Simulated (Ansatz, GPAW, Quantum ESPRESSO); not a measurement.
**Simulated XPS, UPS and emission spectra of NaH**

What would valence photoemission of NaH look like, and what sets its shape?

Program: Ansatz 0.2.0, Quantum ESPRESSO 7.5 and GPAW 26.7.0. Level of theory: DFT, LDA, plane-wave PAW, default files, scalar-relativistic, in the first sound run; inputs show where later runs differ. Results are calculated unless marked as measured.

## (1) The starting structure

Symmetry: Fm-3m, No. 225, cubic system. The conventional cell has a = 4.880 Å, b = 4.880 Å, c = 4.880 Å, α = 90.00°, β = 90.00°, γ = 90.00°. Na has 6 H at 2.44 Å nearest. Nearest to H lie 6 Na at 2.44 Å. Farther neighbours are not listed.

## (2) Self-consistent run, DOS and bands

The base run gives the projected DOS, from which the spectra are built. The DOS is taken on a denser mesh than the density.

input.yaml reads:

```yaml
crystal:
  lattice:
    - [0.0, 2.44, 2.44]
    - [2.44, 0.0, 2.44]
    - [2.44, 2.44, 0.0]
  atoms:
    - { symbol: Na, position: [0.0, 0.0, 0.0] }
    - { symbol: H, position: [0.5, 0.5, 0.5] }
kpoints:
  mp_grid: { grid: [14, 14, 14] }
  band_path:
    path:
      - [[0.0, 0.0, 0.0], [0.5, 0.0, 0.5], [0.625, 0.25, 0.625]]
      - [[0.375, 0.375, 0.75], [0.0, 0.0, 0.0], [0.5, 0.5, 0.5], [0.5, 0.25, 0.75], [0.5, 0.0, 0.5]]
    npoints: 15
scf:
  occupations: { method: fermi_dirac, width: 0.05 }
  n_extra_bands: 8
hamiltonian:
  xc: lda
  pseudopotentials: { kind: paw }
output:
  forces: true
  stress: true
  dos:
    projected: true
    de: 0.05
    e_range: [-30, 12]
    nscf_kmesh: { grid: [24, 24, 24] }
  fatbands: true
```

On the command line:

```sh
ansatz run input.yaml --threads 4 --pin off --max-ram 12288MiB --backend cpu --events-out ev --progress --plain --runs-dir out
```

Numbers of over 12 decimals in the logs are rounded to 6 here.

What it wrote:

```text
scf.n_extra_bands = 8 over 5 filled bands (N_el = 10.0): the run solves 13 bands
Engine: ansatz 0.2.0, x86_64-unknown-linux-gnu
Pseudopotentials: kind: paw
Pseudopotential: Na, paw, valence charge 9, recommended cutoff 420 eV (normal), Na.paw.azcp
Pseudopotential: H, paw, valence charge 1, recommended cutoff 420 eV (normal), H.paw.azcp
Functional definition: SPW92
  exchange = slater_x
  correlation = pw_c
Crystal: 2 atoms, lattice volume = 29.054 Å³
Basis set: ecut = 420 eV, 537 PW (Γ)
Bands: 13, of which v1, the nominal top of the filled ones, is band 5 counted from 1 (4 counted from 0)
Symmetry: 48 space group operations
Space group: Fm-3m (ITA 225), of the structure as read, at distance tolerance 3.1e-5 Å
k-points: 104 of 2744
Non-local potential: Na, projectors of the file, l = 0: 3, l = 1: 2, l = 2: 1
Non-local potential: H, projectors of the file, l = 0: 2, l = 1: 1
PAW form: soft (Blöchl's): semilocal exchange-correlation on the pseudo side does not see the compensation charge
PAW frozen core: Na, regenerated for the run's functional, and the local potential with it (the file was generated under x = pbe(κ = 0.804, μ = 0.219515), c = pbe(β = 0.066725))
PAW one-centre angular grid: Na, 110 points (default); XC on 64 Gauss nodes
PAW one-centre angular grid: H, 110 points (default); XC on 64 Gauss nodes
Initial density: superposition of atomic densities (neutral atoms: chi_scale 0, normalization atom), corrected by the library's trained network
Initial wavefunctions: pseudopotential atomic-orbital guess
Functional: x = slater, c = lda
SCF iter   1: F=—  HF=-1482.672055 eV  |F-HF|=—  |Δ(HF+E_count)|=         —  Δρ=1.17e-2  dr2=3.15e-2  ethr=1.77e-3  ⟨swp⟩=5.1  Hψ=7589  notcnv=0  defer=120
preconditioner: auto → none  [insulator: Δε(μ)=3.198 eV  Ē_g=15.282 eV  σ=0.050 eV  W_gap=1.00  n_scr=8 (ndim 8)  ℏωp=9.7 eV  f_vac=0.000  D(μ)=0.00/eV (n_scr^D=0)  ε∞_Penn≈1.4]
SCF iter   2: F=—  HF=-1482.658436 eV  |F-HF|=—  |Δ(HF+E_count)|=   1.36e-2  Δρ=2.82e-3  dr2=2.09e-3  ethr=3.15e-4  ⟨swp⟩=2.0  Hψ=2510  notcnv=0  defer=261
SCF iter   3: F=—  HF=-1482.657635 eV  |F-HF|=—  |Δ(HF+E_count)|=   8.01e-4  Δρ=1.30e-4  dr2=2.62e-6  ethr=2.09e-5  ⟨swp⟩=1.9  Hψ=1149  notcnv=0  defer=270
SCF iter   4: F=—  HF=-1482.657637 eV  |F-HF|=—  |Δ(HF+E_count)|=   1.88e-6  Δρ=5.00e-5  dr2=2.18e-7  ethr=2.62e-8  ⟨swp⟩=2.3  Hψ=1573  notcnv=0  defer=270
iter 5 did not close the SCF: its close was put off for the readings that it lacked (scf_convergence_deferred on its scf_iter line)
SCF iter   5: F=-1482.657637 eV  HF=-1482.657637 eV  |F-HF|=5.98e-9  |Δ(HF+E_count)|=   4.20e-7  Δρ=7.10e-6  dr2=8.91e-9  ethr=2.18e-9  ⟨swp⟩=2.0  Hψ=1160  notcnv=0  defer=270
SCF iter   6: F=-1482.657637 eV  HF=-1482.657637 eV  |F-HF|=7.28e-12  |Δ(HF+E_count)|=   3.58e-9  Δρ=9.10e-7  dr2=5.05e-11  ethr=8.91e-11  ⟨swp⟩=5.6  Hψ=5533  notcnv=0
SCF 1 converged in 6 iterations: F = -1482.657637 eV  dr2 = 5.05e-11
  greatest PAW one-centre occupation: 0.999 electrons in one spin orbital (limit 2), on the Na atom at site 0 (counted from 0), in its partial waves of l = 0
NSCF: frozen V_eff on 92 k-points
NSCF: frozen V_eff on 413 k-points
SCF converged after 6 iterations
Free energy (F): -1482.657637 eV
Harris-Foulkes:  -1482.657637 eV  (|F-HF|=7.28e-12)
Internal energy: -1482.657637 eV  (E = F + TS)
E sigma→0 (E₀):  -1482.657637 eV
Fermi energy:    2.300347 eV
--- Per-component energies (eV) ---
  E_band       = -229.918482
  E_kinetic    = 133.092496
  E_local      = -1337.629388  (includes V_loc(G=0)·N_el)
  E_nonlocal   = 117.883742
  E_hartree    = 479.085823
  E_xc         = -46.610206
  E_vxc        = -60.685211  (∫ρ·V_xc dr)
  E_paw        = -245.000639  (= ΣΔE_a)
  E_vpaw       = -40.750690  (= ΣTr[D̂ρ^β])
  E_aug_tail   = -0.001129  (compensation charges beyond the density's cutoff)
  E_ewald      = -583.619228
  E_core_change = 0.140890  (= ΣΔE_core)
  E_smearing   = -0.000000  (= −TS)
  E_closure    = -0.000000  (closes the sum)
  Σ components = -1482.657637   (vs F -1482.657637, Δ=0.00e0)
--- Forces (eV/Å), atoms counted from 1 ---
  atom   1  Na    -0.00000000     0.00000000     0.00000000
  atom   2  H      0.00000000    -0.00000000     0.00000000
  max |Σ_I F_I| component: 1.26e-30 eV/Å
--- Stress (GPa, compression-positive) ---
       -2.611590      -0.000000       0.000000
       -0.000000      -2.611590      -0.000000
        0.000000      -0.000000      -2.611590
  P = ⅓ Tr σ = -2.6116 GPa (-26.116 kbar)
--- Band table (eV; the first three rows and the last of 104) ---
  k-point 0: bands = [... 1 lower, -21.6840, -21.6840, -21.6840, -3.1283, 10.6992, 15.5479, 15.5479, 15.5479, ... 4 higher]
  k-point 1: bands = [... 1 lower, -21.6884, -21.6845, -21.6845, -3.0408, 10.4101, 14.1149, 15.1794, 15.1794, ... 4 higher]
  k-point 2: bands = [... 1 lower, -21.7008, -21.6860, -21.6860, -2.7820, 9.5253, 12.7502, 14.6581, 14.6581, ... 4 higher]
  k-point 103: bands = [... 1 lower, -21.7438, -21.7329, -21.7158, 0.5595, 5.8212, 6.6109, 8.4595, 15.9653, ... 4 higher]
```

It took 2.7 s on 4 threads of Intel Xeon Platinum 8488C (Sapphire Rapids), shared host; peak memory 0.38 GiB; 6.2 s of CPU time.

In the SCF lines HF is the Harris–Foulkes energy and dr2 the Hartree energy of the density residual, in eV; the loop may stop once dr2 is under the threshold and the program's other checks hold. Hψ counts applications of the Hamiltonian.

This step gave:

* free energy: -1482.6576 eV
* Fermi energy: 2.300 eV
* symmetry operations: 48
* pressure: -2.612 GPa
* gap on the k-mesh: 3.374 eV
* zero of energy: valence-band maximum
* share of occupied states in no projected shell: 0.0036 of the occupied states in the window
* gap on the path: 3.365 eV
* least direct gap on the path: 4.266 eV
* valence top on path: 0.0097 eV

Electronic bands along the path, in eV, zero at the valence-band maximum; v1 is the highest filled band, c1 the lowest empty one:

```tsv
point	v1	c1	c2
Γ	-3.69	10.14	14.99
0.47 of the way	-2.51	7.47	11.34
X	-0.17	4.26	9.58
0.47 of the way	-0.13	4.41	7.80
U	-0.11	4.94	5.92
jump to K	-0.11	4.94	5.92
0.53 of the way	-2.37	6.94	8.96
Γ	-3.69	10.14	14.99
0.47 of the way	-2.79	7.23	11.21
L	-0.89	3.37	10.39
0.47 of the way	-0.55	4.05	7.65
W	0.01	5.63	5.63
0.47 of the way	-0.07	4.64	7.23
X	-0.17	4.26	9.58
```

Of the projections kept (Na s, H s, not projected), the largest for each band there; the rest of the weight can lie on other orbitals:

```tsv
point	v1	c1	c2
Γ	Na s 0.67	H s 0.66	not projected 1.00
X	H s 0.93	not projected 1.00	not projected 1.00
U	H s 0.97	not projected 1.00	Na s 0.65
K	H s 0.97	not projected 1.00	Na s 0.65
Γ	Na s 0.67	H s 0.66	not projected 1.00
L	H s 0.96	Na s 0.98	not projected 0.97
```

The electronic bands as a text plot (rows in eV, shown from -3.7 to 5.5 only):

```
    5.3 |         +       ++++                +          + +
    4.9 |                +                              +   +
    4.5 |          ++  ++                              +     +++
    4.1 |            ++                        +      +         +
    3.8 |                                       +   ++
    3.4 |                                        +++
    3.0 |
    2.6 |
    2.2 |
    1.8 |
    1.5 |
    1.1 |
    0.7 |
    0.3 |
   -0.1 |           *******                             *********
   -0.4 |          *       **                        ***
   -0.8 |                    *                   ****
   -1.2 |         *           *                **
   -1.6 |        *             *
   -2.0 |       *               *             *
   -2.4 |     **                             *
   -2.7 |                        *          *
   -3.1 |   **                    **      **
   -3.5 |***                        ******
         Γ           X  U|K            Γ         L        W     X
```

The DOS has structure finer than the step of the table below, so its rows give means over 2 eV, whole bins alone (the curve runs from -23.8 to 13.7 eV). Peaks (eV: height): total -22.2: 36.3; H 1s -0.1: 1.42; Na 3s -1.7: 0.167, 5.1: 0.726; Na 3p* 4.8: 0.583, 13.4: 1.11; Na 2p -22.2: 36.3.

* holds the states left over by the projection beside any projected weight of its own. DOS against E, zero at the valence-band maximum; means over each step; values in states/eV/cell:

```tsv
E (eV)	total	H 1s	Na 3s	Na 3p*	Na 2p
-22	3.00	0.00267	0.00214	0	3.00
-20	0	0	0	0	0
-18	0	0	0	0	0
-16	0	0	0	0	0
-14	0	0	0	0	0
-12	0	0	0	0	0
-10	0	0	0	0	0
-8	0	0	0	0	0
-6	0	0	0	0	0
-4	0.0448	0.0169	0.0278	1.3e-4	0
-2	0.415	0.256	0.154	0.00462	0
0	0.540	0.489	0.0375	0.0139	0
2	0	0	0	0	0
4	0.477	0.0287	0.294	0.154	0
6	0.666	0.0910	0.240	0.335	0
8	0.609	0.0540	0.0905	0.464	0
10	0.691	0.0226	0.0694	0.599	0
12	0.799	0.00671	0.0370	0.755	0
```

Sums over each group's atoms; a table of it gives point samples, which can step over narrow peaks. DOS of the group against E, zero at the valence-band maximum; values in states/eV:

```tsv
E (eV)	H2: H 1s	Na1: Na 3s	Na1: Na 2p
-23	0	0	0
-22	2.4e-4	3.0e-4	0
-21	0	0	0
-20	0	0	0
-19	0	0	0
-18	0	0	0
-17	0	0	0
-16	0	0	0
-15	0	0	0
-14	0	0	0
-13	0	0	0
-12	0	0	0
-11	0	0	0
-10	0	0	0
-9	0	0	0
-8	0	0	0
-7	0	0	0
-6	0	0	0
-5	0	0	0
-4	0	0	0
-3	0.0833	0.120	0
-2	0.217	0.164	0
-1	0.671	0.142	0
0	0.320	0.00529	0
1	0	0	0
2	0	0	0
3	0	0	0
4	0.0171	0.277	0
5	0.111	0.708	0
6	0.0896	0.190	0
7	0.0693	0.0899	0
8	0.0534	0.0882	0
9	0.0411	0.112	0
10	0.0220	0.0710	0
11	0.00657	0.0343	0
12	0.00589	0.0387	0
13	0.0113	0.0331	0
```

Simulated valence spectra by photon energy, shown to 13 eV, since a deeper line would dwarf them at some energies; the 100 % can be that line's tail at the edge; this run's widths, added to any smearing of the DOS itself: Gaussian 0.1 eV, Lorentzian 0.2 eV plus 0.08 an eV of depth. Table of intensity by binding energy, zero at the valence-band maximum; values in % of the maximum within 13 eV:

```tsv
binding energy (eV)	21.2 eV	40.8 eV	1486.7 eV	2984.3 eV	8047.8 eV
-1.0	2.38	3.62	13.8	9.09	5.24
-0.5	5.73	7.00	16.3	11.3	7.21
0.0	50.6	51.2	33.2	25.7	19.8
0.5	92.1	92.6	70.5	62.7	56.9
1.0	64.9	66.6	94.4	91.3	89.1
1.5	36.8	39.3	99.9	99.8	99.6
2.0	23.6	26.4	96.9	97.3	97.4
2.5	15.5	18.3	87.7	87.4	87.0
3.0	9.58	12.3	71.9	70.0	68.3
3.5	4.68	7.11	46.9	42.4	38.6
4.0	1.65	3.81	26.7	19.8	14.1
4.5	0.899	3.10	23.2	15.5	9.04
5.0	0.604	2.90	22.9	14.6	7.65
5.5	0.443	2.87	23.5	14.6	7.17
6.0	0.343	2.91	24.5	14.9	7.07
6.5	0.274	3.01	25.7	15.6	7.17
7.0	0.225	3.14	27.2	16.4	7.39
7.5	0.188	3.30	28.9	17.3	7.72
8.0	0.160	3.49	30.9	18.4	8.13
8.5	0.138	3.71	33.0	19.6	8.61
9.0	0.120	3.96	35.5	21.1	9.18
9.5	0.106	4.25	38.2	22.7	9.84
10.0	0.0938	4.58	41.3	24.5	10.6
10.5	0.0838	4.96	44.8	26.5	11.4
11.0	0.0753	5.39	48.8	28.9	12.4
11.5	-	5.88	53.4	31.6	13.6
12.0	-	6.45	58.6	34.6	14.9
12.5	-	7.10	64.7	38.2	16.4
```

Maxima picked by a test of local sharpness, so broad peaks and shoulders can be missing; peaks within 0.45 eV of a curve's cut are left out. Valence peaks, by row:

```tsv
photon energy (eV)	binding energy (eV)	height (% of the maximum within 13 eV)	main shell	its share (%)
21.2	0.2558	100	H 1s	99.65
40.8	22.26	690.3	Na 2p	99.97
40.8	0.2558	100	H 1s	97.44
1487	22.26	6325	Na 2p	99.99
1487	1.556	100	Na 3s	79.16
2984	22.26	3730	Na 2p	99.98
2984	1.606	100	Na 3s	87.65
8048	22.26	1590	Na 2p	99.94
8048	1.606	100	Na 3s	94.17
```

Sums over each group's atoms; left-over states aren't shared out by site. Site centres, by row:

```tsv
group	element	shell	occupied states	centre of occupied part (eV)	centre up to the window's top (eV)
Na1	Na	3s	0.4429	-2.107	4.369
Na1	Na	2p	5.99	-22.28	-22.28
H2	H	1s	1.529	-1.019	0.7084
```

Recipe: projected DOS times atomic cross section and asymmetry factor (unpolarised light, 45° from the beam), occupied states only, Fermi edge at 77 K, a Lorentzian width of 0.2 eV growing by 0.08 eV per eV of binding energy, and a resolution of 0.1 eV. Curves are cut 10 eV under the photon energy, above any shell that the free atom's threshold puts out of reach, or at the lower edge of the window: 11.2 eV at 21.2 eV, 23.9 eV at 40.8 eV, 23.9 eV at 1486.7 eV, 23.9 eV at 2984.3 eV and 23.9 eV at 8047.8 eV. A star in tables and legends marks shells that hold the states left over by the projection (0.4 % of the filled ones), a stand-in for orbitals that the files don't project on. Matrix elements of the solid and inelastic losses aren't modelled, nor non-dipole terms, which matter above 3 keV.

Share of each shell in the spectrum's area (%), by photon energy:

```tsv
shell	21.2 eV	40.8 eV	1486.7 eV	2984.3 eV	8047.8 eV
Na 3s	1.5	0.3	1.2	2.3	5.6
Na 2p	0.0	92.5	98.6	97.5	94.2
H 1s	98.5	7.1	0.2	0.2	0.2
```

At this level the gap is 3.36 eV on the path.

## (3) With PBEsol

This step: DFT, PBEsol, plane-wave PAW, default files, scalar-relativistic (Ansatz 0.2.0).

The run is repeated with PBEsol on the same cell, to see how much the levels hang on the functional.

input.yaml: that of step 2 with these lines changed.

```diff
@@ -19,3 +19,3 @@
 hamiltonian:
-  xc: lda
+  xc: pbesol
   pseudopotentials: { kind: paw }
```

What it wrote:

```text
[...]
Crystal: 2 atoms, lattice volume = 29.054 Å³
Basis set: ecut = 420 eV, 537 PW (Γ), exchange–correlation on 48×48×48 points (8 copies of the dense FFT grid, shifted against one another)
Bands: 13, of which v1, the nominal top of the filled ones, is band 5 counted from 1 (4 counted from 0)
Symmetry: 48 space group operations
[...]
k-points: 104 of 2744
[...]
SCF iter   1: F=—  HF=-1491.908704 eV  |F-HF|=—  |Δ(HF+E_count)|=         —  Δρ=6.34e-3  dr2=1.01e-2  ethr=1.77e-3  ⟨swp⟩=5.2  Hψ=7581  notcnv=0  defer=130
[...]
SCF iter   6: F=-1491.904607 eV  HF=-1491.904607 eV  |F-HF|=1.14e-11  |Δ(HF+E_count)|=   3.04e-9  Δρ=3.48e-7  dr2=8.06e-12  ethr=9.00e-11  ⟨swp⟩=5.6  Hψ=5465  notcnv=0
SCF 1 converged in 6 iterations: F = -1491.904607 eV  dr2 = 8.06e-12
[...]
NSCF: frozen V_eff on 92 k-points
[...]
SCF converged after 6 iterations
Free energy (F): -1491.904607 eV
[...]
Internal energy: -1491.904607 eV  (E = F + TS)
E sigma→0 (E₀):  -1491.904607 eV
Fermi energy:    2.509158 eV
[...]
--- Stress (GPa, compression-positive) ---
       -1.185861      -0.000000       0.000000
        0.000000      -1.185861      -0.000000
        0.000000       0.000000      -1.185861
  P = ⅓ Tr σ = -1.1859 GPa (-11.859 kbar)
--- Band table (eV; the first three rows and the last of 104) ---
  k-point 0: bands = [... 1 lower, -21.3595, -21.3595, -21.3595, -2.9311, 10.8628, 15.8587, 15.8587, 15.8587, ... 4 higher]
  k-point 1: bands = [... 1 lower, -21.3639, -21.3600, -21.3600, -2.8443, 10.5800, 14.3886, 15.4838, 15.4838, ... 4 higher]
  k-point 2: bands = [... 1 lower, -21.3761, -21.3615, -21.3615, -2.5878, 9.7180, 12.9916, 14.9553, 14.9553, ... 4 higher]
  k-point 103: bands = [... 1 lower, -21.4186, -21.4078, -21.3909, 0.6887, 6.0617, 6.8533, 8.8261, 16.3080, ... 4 higher]
```

Run time: 1.4 s. Hardware: 4 threads; peak memory 0.38 GiB; 4.6 s of CPU time.

This step gave:

```yaml
free_energy: -1491.9046 eV
fermi_energy: 2.509 eV
pressure: -1.186 GPa
gap_on_the_k_mesh: 3.532 eV
share_of_occupied_states_in_no_projected_shell: 0.0033 of the occupied states in the window
gap_on_the_path: 3.522 eV
least_direct_gap_on_the_path: 4.405 eV
valence_top_on_path: 0.0092 eV
```

The electronic bands at the labelled points (eV, zero at the valence-band maximum; v1 is the highest filled band, c1 the lowest empty one):

```tsv
point	v1	c1	c2
Γ	-3.62	10.17	15.17
0.47 of the way	-2.45	7.53	11.44
X	-0.17	4.37	9.67
0.47 of the way	-0.13	4.51	7.95
U	-0.11	5.05	6.08
jump to K	-0.11	5.05	6.08
0.53 of the way	-2.31	7.03	9.08
Γ	-3.62	10.17	15.17
0.47 of the way	-2.73	7.33	11.29
L	-0.87	3.53	10.44
0.47 of the way	-0.54	4.20	7.74
W	0.01	5.74	5.74
0.47 of the way	-0.07	4.75	7.34
X	-0.17	4.37	9.67
```

Of the projections kept (Na s, H s, not projected), the largest for each band there; the rest of the weight can lie on other orbitals:

```tsv
point	v1	c1	c2
Γ	Na s 0.66	H s 0.65	not projected 1.00
X	H s 0.93	not projected 1.00	not projected 1.00
U	H s 0.97	not projected 1.00	Na s 0.64
K	H s 0.97	not projected 1.00	Na s 0.64
Γ	Na s 0.66	H s 0.65	not projected 1.00
L	H s 0.96	Na s 0.98	not projected 0.97
```

The electronic bands as a text plot (rows in eV, shown from -3.6 to 5.6 only):

```
    5.4 |         +       ++++                +          + +
    5.1 |                +                              +   +
    4.7 |          +   ++                              +     ++
    4.3 |           +++                        +      +        ++
    3.9 |                                       +   ++
    3.5 |                                        +++
    3.1 |
    2.7 |
    2.4 |
    2.0 |
    1.6 |
    1.2 |
    0.8 |
    0.4 |
    0.0 |              ***                               *******
   -0.3 |          ****   **                          ***       *
   -0.7 |                   **                    ****
   -1.1 |         *           *                 **
   -1.5 |        *             *               *
   -1.9 |       *               *             *
   -2.3 |     **                             *
   -2.7 |                        *          *
   -3.0 |   **                    **      **
   -3.4 |***                        ******
         Γ           X  U|K            Γ         L        W     X
```

Side by side:

```tsv
quantity	this run	base run	difference
gap on the path (eV)	3.5224	3.3646	0.158
least direct gap on the path (eV)	4.4048	4.2656	0.139
gap on the k-mesh (eV)	3.5316	3.3743	0.157
```

One result that differs is the gap on the path, 3.52 eV against 3.36 eV.

At this level the gap is 3.52 eV on the path.

(Part 1 of 8 ends here.)

[Logs are printed without paths, hosts, clocks, repeated set-up lines and the standing remarks that a program may print on its own settings, such as how far it seeks lower states.]

[Hosts, paths, dates, database ids (printed as entryN), source tags and the programs' standing remarks are cut or masked in the printed files.]

[Maps of the electrostatic potential energy from Ansatz leave out the sawtooth potential of an applied field or a dipole correction, so their vacuum need not be flat; work functions include it.]

[Peak lists hold at most the 14 tallest peaks of each spectrum; further lines can be left out.]
